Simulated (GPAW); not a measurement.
# GaN (F-43m) in GPAW: a series of runs

Runs on GaN. Level: PBEsol. Tasks: relaxation of cell and atoms.

Everything below comes from runs of GPAW 26.7.0. Logs are shortened: lines on timing, memory, paths and dates and some standing lists are left out, and cuts for length are marked. The log counts tension as positive stress, the text compression.

## Step 1: The crystal as given

The structure is cubic, space group F-43m (No. 216). Conventional cell: a = 4.507 Å, b = 4.507 Å, c = 4.507 Å, α = 90.00°, β = 90.00°, γ = 90.00°. Ga (site symmetry -43m) has 4 N at 1.95 Å as nearest neighbours. N (site symmetry -43m) is surrounded by 4 Ga at 1.95 Å.

The cell is a database's computed one.

## Step 2: Relaxation of cell and atoms, PBEsol

run.py

```python
from ase import Atoms
from ase.filters import FrechetCellFilter
from ase.io import write
from ase.optimize import BFGS
from gpaw import GPAW, PW, setup_paths

setup_paths.insert(0, '.')

atoms = Atoms(['Ga', 'N'],
              cell=[[0.0, 2.2535006075, 2.2535006075],
                    [2.2535006075, 0.0, 2.2535006075],
                    [2.2535006075, 2.2535006075, 0.0]],
              scaled_positions=[[0.0, 0.0, 0.0],
                                [0.25, 0.25, 0.25]],
              pbc=True)

calc = GPAW(mode=PW(800),
            xc='PBEsol',
            kpts={'size': (10, 10, 10), 'gamma': True},
            occupations={'name': 'fermi-dirac', 'width': 0.05},
            nbands=11,
            convergence={'density': 1e-05, 'forces': 0.0001},
            maxiter=150,
            txt='gpaw.txt')
atoms.calc = calc
opt = BFGS(FrechetCellFilter(atoms), trajectory='relax.traj', logfile='-')
done = opt.run(fmax=0.02, steps=60)
calc.write('gs.gpw')
write('result.traj', atoms)
print('Converged:', done)
print('Cell:', atoms.cell.cellpar().round(4))
print('Volume:', round(atoms.get_volume(), 4))
print(atoms.get_scaled_positions().round(5))
```

Potentials or basis: PAW data sets generated in the run's folder for this functional, pw.

On the command line:

```
gpaw-setup -f PBEsol Ga N
OMP_NUM_THREADS=1 python run.py
```

gpaw.txt:

```text
__  _  _
 | _ |_)|_||  |
 |__||  | ||/\| - 26.7.0

Input parameters:
  mode=PW(ecut=800.0),
  convergence={'density': 1e-05, 'forces': 0.0001},
  kpts=MonkhorstPack(size=(10, 10, 10), gamma=True),
  maxiter=150,
  nbands=11,
  occupations=Occupations(name='fermi-dirac', width=0.05),
  xc=XC(name='PBEsol')

Diagonalizing LCAO Hamiltonian
Converting LCAO to pw mode

           N
       Ga

Atoms  # Å, Bohr magnetons
|   | symbol |        x |        y |        z |    initial magnetic moments |
|---|--------|----------|----------|----------|-----------------------------|
| 0 |     Ga | 0.000000 | 0.000000 | 0.000000 | ( 0.0000,  0.0000,  0.0000) |
| 1 |      N | 1.126750 | 1.126750 | 1.126750 | ( 0.0000,  0.0000,  0.0000) |

Unit cell  # Å
| periodic |        x |        y |        z |  lengths |    angles |
|----------|----------|----------|----------|----------|-----------|
|      yes | 0.000000 | 2.253501 | 2.253501 | 3.186931 | 60.000000 |
|      yes | 2.253501 | 0.000000 | 2.253501 | 3.186931 | 60.000000 |
|      yes | 2.253501 | 2.253501 | 0.000000 | 3.186931 | 60.000000 |

Number of symmetries: 24
Symmetry operations  # r_c * U_cc + t_c -> r_c
|    | kind |            matrix            |
|----|------|------------------------------|
|  0 |  E   |  1, 0, 0,  0, 1, 0,  0, 0, 1 |
|  1 |  σ   |  1, 0, 0,  0, 0, 1,  0, 1, 0 |
|  2 |  σ   |  1, 0,-1,  0, 1,-1,  0, 0,-1 |
|  3 |  C3  |  1, 0,-1,  0, 0,-1,  0, 1,-1 |
|  4 |  C3  |  1,-1, 0,  0,-1, 1,  0,-1, 0 |
|  5 |  σ   |  1,-1, 0,  0,-1, 0,  0,-1, 1 |
|  6 |  σ   |  0, 1, 0,  1, 0, 0,  0, 0, 1 |
|  7 |  C3  |  0, 1, 0,  0, 0, 1,  1, 0, 0 |
|  8 |  C2  |  0, 1,-1,  1, 0,-1,  0, 0,-1 |
|  9 |  S4  |  0, 1,-1,  0, 0,-1,  1, 0,-1 |
| 10 |  C3  |  0, 0, 1,  1, 0, 0,  0, 1, 0 |
| 11 |  σ   |  0, 0, 1,  0, 1, 0,  1, 0, 0 |
| 12 |  S4  |  0, 0,-1,  1, 0,-1,  0, 1,-1 |
| 13 |  C3  |  0, 0,-1,  0, 1,-1,  1, 0,-1 |
[... 195 lines left out ...]
Stress tensor  # eV/Ang^3
|         x |         y |         z |
|-----------|-----------|-----------|
| -0.041809 | -0.000000 | -0.000000 |
| -0.000000 | -0.041809 | -0.000000 |
| -0.000000 | -0.000000 | -0.041809 |

Forces  # eV/Ang
|        x |        y |       z |
|----------|----------|---------|
| -0.00000 | -0.00000 | 0.00000 |  # Ga   0
|  0.00000 | -0.00000 | 0.00000 |  # N    1

Interpolating wave functions to new cell

           N
       Ga

Atoms  # Å, Bohr magnetons
|   | symbol |         x |         y |        z |    initial magnetic moments |
|---|--------|-----------|-----------|----------|-----------------------------|
| 0 |     Ga | -0.000000 | -0.000000 | 0.000000 | ( 0.0000,  0.0000,  0.0000) |
| 1 |      N |  1.130608 |  1.130608 | 1.130608 | ( 0.0000,  0.0000,  0.0000) |

Unit cell  # Å
| periodic |        x |        y |        z |  lengths |    angles |
|----------|----------|----------|----------|----------|-----------|
|      yes | 0.000000 | 2.261215 | 2.261215 | 3.197841 | 60.000000 |
|      yes | 2.261215 | 0.000000 | 2.261215 | 3.197841 | 60.000000 |
|      yes | 2.261215 | 2.261215 | 0.000000 | 3.197841 | 60.000000 |

Number of symmetries: 24
Symmetry operations  # r_c * U_cc + t_c -> r_c
|    | kind |            matrix            |
|----|------|------------------------------|
|  0 |  E   |  1, 0, 0,  0, 1, 0,  0, 0, 1 |
|  1 |  σ   |  1, 0, 0,  0, 0, 1,  0, 1, 0 |
|  2 |  σ   |  1, 0,-1,  0, 1,-1,  0, 0,-1 |
|  3 |  C3  |  1, 0,-1,  0, 0,-1,  0, 1,-1 |
|  4 |  C3  |  1,-1, 0,  0,-1, 1,  0,-1, 0 |
|  5 |  σ   |  1,-1, 0,  0,-1, 0,  0,-1, 1 |
|  6 |  σ   |  0, 1, 0,  1, 0, 0,  0, 0, 1 |
|  7 |  C3  |  0, 1, 0,  0, 0, 1,  1, 0, 0 |
|  8 |  C2  |  0, 1,-1,  1, 0,-1,  0, 0,-1 |
|  9 |  S4  |  0, 1,-1,  0, 0,-1,  1, 0,-1 |
| 10 |  C3  |  0, 0, 1,  1, 0, 0,  0, 1, 0 |
| 11 |  σ   |  0, 0, 1,  0, 1, 0,  1, 0, 0 |
| 12 |  S4  |  0, 0,-1,  1, 0,-1,  0, 1,-1 |
| 13 |  C3  |  0, 0,-1,  0, 1,-1,  1, 0,-1 |
[... 194 lines left out ...]
Stress tensor  # eV/Ang^3
|         x |         y |         z |
|-----------|-----------|-----------|
| -0.027337 | -0.000000 | -0.000000 |
| -0.000000 | -0.027337 |  0.000000 |
| -0.000000 |  0.000000 | -0.027337 |

Forces  # eV/Ang
|       x |        y |       z |
|---------|----------|---------|
| 0.00000 |  0.00000 | 0.00000 |  # Ga   0
| 0.00000 | -0.00000 | 0.00000 |  # N    1

Interpolating wave functions to new cell

           N
       Ga

Atoms  # Å, Bohr magnetons
|   | symbol |        x |        y |        z |    initial magnetic moments |
|---|--------|----------|----------|----------|-----------------------------|
| 0 |     Ga | 0.000000 | 0.000000 | 0.000000 | ( 0.0000,  0.0000,  0.0000) |
| 1 |      N | 1.138153 | 1.138153 | 1.138153 | ( 0.0000,  0.0000,  0.0000) |

Unit cell  # Å
| periodic |         x |         y |        z |  lengths |    angles |
|----------|-----------|-----------|----------|----------|-----------|
|      yes | -0.000000 |  2.276306 | 2.276306 | 3.219183 | 60.000000 |
|      yes |  2.276306 | -0.000000 | 2.276306 | 3.219183 | 60.000000 |
|      yes |  2.276306 |  2.276306 | 0.000000 | 3.219183 | 60.000000 |

Number of symmetries: 24
Symmetry operations  # r_c * U_cc + t_c -> r_c
|    | kind |            matrix            |
|----|------|------------------------------|
|  0 |  E   |  1, 0, 0,  0, 1, 0,  0, 0, 1 |
|  1 |  σ   |  1, 0, 0,  0, 0, 1,  0, 1, 0 |
|  2 |  σ   |  1, 0,-1,  0, 1,-1,  0, 0,-1 |
|  3 |  C3  |  1, 0,-1,  0, 0,-1,  0, 1,-1 |
|  4 |  C3  |  1,-1, 0,  0,-1, 1,  0,-1, 0 |
|  5 |  σ   |  1,-1, 0,  0,-1, 0,  0,-1, 1 |
|  6 |  σ   |  0, 1, 0,  1, 0, 0,  0, 0, 1 |
|  7 |  C3  |  0, 1, 0,  0, 0, 1,  1, 0, 0 |
|  8 |  C2  |  0, 1,-1,  1, 0,-1,  0, 0,-1 |
|  9 |  S4  |  0, 1,-1,  0, 0,-1,  1, 0,-1 |
| 10 |  C3  |  0, 0, 1,  1, 0, 0,  0, 1, 0 |
| 11 |  σ   |  0, 0, 1,  0, 1, 0,  1, 0, 0 |
| 12 |  S4  |  0, 0,-1,  1, 0,-1,  0, 1,-1 |
| 13 |  C3  |  0, 0,-1,  0, 1,-1,  1, 0,-1 |
[... 194 lines left out ...]
Stress tensor  # eV/Ang^3
|         x |         y |         z |
|-----------|-----------|-----------|
| -0.001011 |  0.000000 |  0.000000 |
|  0.000000 | -0.001011 | -0.000000 |
|  0.000000 | -0.000000 | -0.001011 |

Forces  # eV/Ang
|        x |        y |        z |
|----------|----------|----------|
| -0.00000 | -0.00000 | -0.00000 |  # Ga   0
| -0.00000 | -0.00000 | -0.00000 |  # N    1

# Writing to gs.gpw (mode='')
```

stdout:

```text
Step          Energy          fmax
BFGS:    0      -13.017665        0.478456
BFGS:    1      -13.026768        0.316067
BFGS:    2      -13.034963        0.011924
Converged: True
Cell: [ 3.2192  3.2192  3.2192 60.     60.     60.    ]
Volume: 23.5897
[[0.   0.   0.  ]
 [0.25 0.25 0.25]]
```

Wall time 92 s (1 thread of Intel Xeon at 2.50GHz (Skylake/Cascade Lake), shared host); peak memory 0.17 GiB.

Results:

| Item | Value |
| --- | --- |
| Free energy | -13.0350 eV |
| Relaxed volume | 11.79 Å³/atom |
| Relaxed cell | a = 3.219 Å, b = 3.219 Å, c = 3.219 Å, α = 60.00°, β = 60.00°, γ = 60.00° |
| Space group after relaxing (to 0.05 Å) | F-43m (No. 216) |
| Energy gained by relaxing | 8.6 meV/atom |
| Ionic steps | 3 |
| Pressure after relaxing | 0.2 GPa |
| Band gap on the k mesh | 1.59 eV, direct |

Step by step:
```tsv
step	energy change (eV)	largest force (eV/Å)	pressure (GPa)	volume (Å³)
1	0.0000	0.0000	6.70	22.89
2	-0.0091	0.0000	4.38	23.12
3	-0.0173	0.0000	0.16	23.59
```

Final structure:
```
Ga N
1.0
     0.00000    2.27631    2.27631
     2.27631    0.00000    2.27631
     2.27631    2.27631    0.00000
Ga N
1 1
Direct
  0.00000 0.00000 0.00000
  0.25000 0.25000 0.25000
```

Caveat: the data sets keep Ga 3d, Li 1s and Be 1s frozen, and some such compounds lay over 1.5 % in volume off other programs; later steps reuse the first step's grids.

## Step 3: Relaxation of cell and atoms, PBEsol, target pressure 2 GPa, at which the enthalpy is minimised

run.py, as its differences from that of step 2:

```diff
@@ -4,2 +4,3 @@
 from ase.optimize import BFGS
+from ase.units import GPa
 from gpaw import GPAW, PW, setup_paths
@@ -25,3 +26,3 @@
 atoms.calc = calc
-opt = BFGS(FrechetCellFilter(atoms), trajectory='relax.traj', logfile='-')
+opt = BFGS(FrechetCellFilter(atoms, scalar_pressure=2 * GPa), trajectory='relax.traj', logfile='-')
 done = opt.run(fmax=0.02, steps=60)
```

Potentials or basis: PAW data sets generated in the run's folder for this functional, pw.

On the command line:

```
gpaw-setup -f PBEsol Ga N
OMP_NUM_THREADS=1 python run.py
```

gpaw.txt:

```text
__  _  _
 | _ |_)|_||  |
 |__||  | ||/\| - 26.7.0

Input parameters:
  mode=PW(ecut=800.0),
  convergence={'density': 1e-05, 'forces': 0.0001},
  kpts=MonkhorstPack(size=(10, 10, 10), gamma=True),
  maxiter=150,
  nbands=11,
  occupations=Occupations(name='fermi-dirac', width=0.05),
  xc=XC(name='PBEsol')

Diagonalizing LCAO Hamiltonian
Converting LCAO to pw mode

           N
       Ga

Atoms  # Å, Bohr magnetons
|   | symbol |        x |        y |        z |    initial magnetic moments |
|---|--------|----------|----------|----------|-----------------------------|
| 0 |     Ga | 0.000000 | 0.000000 | 0.000000 | ( 0.0000,  0.0000,  0.0000) |
| 1 |      N | 1.126750 | 1.126750 | 1.126750 | ( 0.0000,  0.0000,  0.0000) |

Unit cell  # Å
| periodic |        x |        y |        z |  lengths |    angles |
|----------|----------|----------|----------|----------|-----------|
|      yes | 0.000000 | 2.253501 | 2.253501 | 3.186931 | 60.000000 |
|      yes | 2.253501 | 0.000000 | 2.253501 | 3.186931 | 60.000000 |
|      yes | 2.253501 | 2.253501 | 0.000000 | 3.186931 | 60.000000 |

Number of symmetries: 24
Symmetry operations  # r_c * U_cc + t_c -> r_c
|    | kind |            matrix            |
|----|------|------------------------------|
|  0 |  E   |  1, 0, 0,  0, 1, 0,  0, 0, 1 |
|  1 |  σ   |  1, 0, 0,  0, 0, 1,  0, 1, 0 |
|  2 |  σ   |  1, 0,-1,  0, 1,-1,  0, 0,-1 |
|  3 |  C3  |  1, 0,-1,  0, 0,-1,  0, 1,-1 |
|  4 |  C3  |  1,-1, 0,  0,-1, 1,  0,-1, 0 |
[... 247 lines left out ...]
|  8 |  C2  |  0, 1,-1,  1, 0,-1,  0, 0,-1 |
[... 199 lines left out ...]
Stress tensor  # eV/Ang^3
|         x |         y |         z |
|-----------|-----------|-----------|
| -0.031574 |  0.000000 |  0.000000 |
|  0.000000 | -0.031574 |  0.000000 |
|  0.000000 |  0.000000 | -0.031574 |

Forces  # eV/Ang
|       x |        y |        z |
|---------|----------|----------|
| 0.00000 | -0.00000 | -0.00000 |  # Ga   0
| 0.00000 |  0.00000 |  0.00000 |  # N    1

Interpolating wave functions to new cell

           N
       Ga

Atoms  # Å, Bohr magnetons
|   | symbol |        x |        y |         z |    initial magnetic moments |
|---|--------|----------|----------|-----------|-----------------------------|
| 0 |     Ga | 0.000000 | 0.000000 | -0.000000 | ( 0.0000,  0.0000,  0.0000) |
| 1 |      N | 1.134623 | 1.134623 |  1.134623 | ( 0.0000,  0.0000,  0.0000) |

Unit cell  # Å
| periodic |         x |        y |         z |  lengths |    angles |
|----------|-----------|----------|-----------|----------|-----------|
|      yes | -0.000000 | 2.269245 |  2.269245 | 3.209197 | 60.000000 |
|      yes |  2.269245 | 0.000000 |  2.269245 | 3.209197 | 60.000000 |
|      yes |  2.269245 | 2.269245 | -0.000000 | 3.209197 | 60.000000 |

Number of symmetries: 24
Symmetry operations  # r_c * U_cc + t_c -> r_c
|    | kind |            matrix            |
|----|------|------------------------------|
|  0 |  E   |  1, 0, 0,  0, 1, 0,  0, 0, 1 |
|  1 |  σ   |  1, 0, 0,  0, 0, 1,  0, 1, 0 |
|  2 |  σ   |  1, 0,-1,  0, 1,-1,  0, 0,-1 |
|  3 |  C3  |  1, 0,-1,  0, 0,-1,  0, 1,-1 |
|  4 |  C3  |  1,-1, 0,  0,-1, 1,  0,-1, 0 |
|  5 |  σ   |  1,-1, 0,  0,-1, 0,  0,-1, 1 |
|  6 |  σ   |  0, 1, 0,  1, 0, 0,  0, 0, 1 |
|  7 |  C3  |  0, 1, 0,  0, 0, 1,  1, 0, 0 |
|  8 |  C2  |  0, 1,-1,  1, 0,-1,  0, 0,-1 |
[... 199 lines left out ...]
Stress tensor  # eV/Ang^3
|         x |         y |         z |
|-----------|-----------|-----------|
| -0.013003 | -0.000000 |  0.000000 |
| -0.000000 | -0.013003 |  0.000000 |
|  0.000000 |  0.000000 | -0.013003 |

Forces  # eV/Ang
|       x |        y |        z |
|---------|----------|----------|
| 0.00000 |  0.00000 | -0.00000 |  # Ga   0
| 0.00000 | -0.00000 |  0.00000 |  # N    1

# Writing to gs.gpw (mode='')
```

It took 79 s on 1 thread of Intel Xeon at 2.50GHz (Skylake/Cascade Lake), shared host; peak memory 0.17 GiB.

What came out:

- Free energy: -13.0326 eV
- Relaxed volume: 11.69 Å³/atom
- Relaxed cell: a = 3.209 Å, b = 3.209 Å, c = 3.209 Å, α = 60.00°, β = 60.00°, γ = 60.00°
- Space group after relaxing (to 0.05 Å): F-43m (No. 216)
- Energy change on relaxing (the enthalpy is what falls): -7.5 meV/atom
- Ionic steps: 3
- Pressure after relaxing: 2.1 GPa
- Band gap on the k mesh: 1.65 eV, direct

Step by step:
```
step  energy change (eV)  largest force (eV/Å)  pressure (GPa)  volume (Å³)
   1              0.0000                0.0000            6.70        22.89
   2             -0.0067                0.0000            5.06        23.05
   3             -0.0149                0.0000            2.08        23.37
```

Final structure:
```xyz
2
Lattice="0.0000 2.2692 2.2692 2.2692 0.0000 2.2692 2.2692 2.2692 0.0000" Properties=species:S:1:pos:R:3 pbc="T T T"
Ga    0.0000    0.0000    0.0000
N     1.1346    1.1346    1.1346
```

Caveat: the data sets keep Ga 3d, Li 1s and Be 1s frozen, and some such compounds lay over 1.5 % in volume off other programs; later steps reuse the first step's grids.

(Part 1 of 3 ends here.)
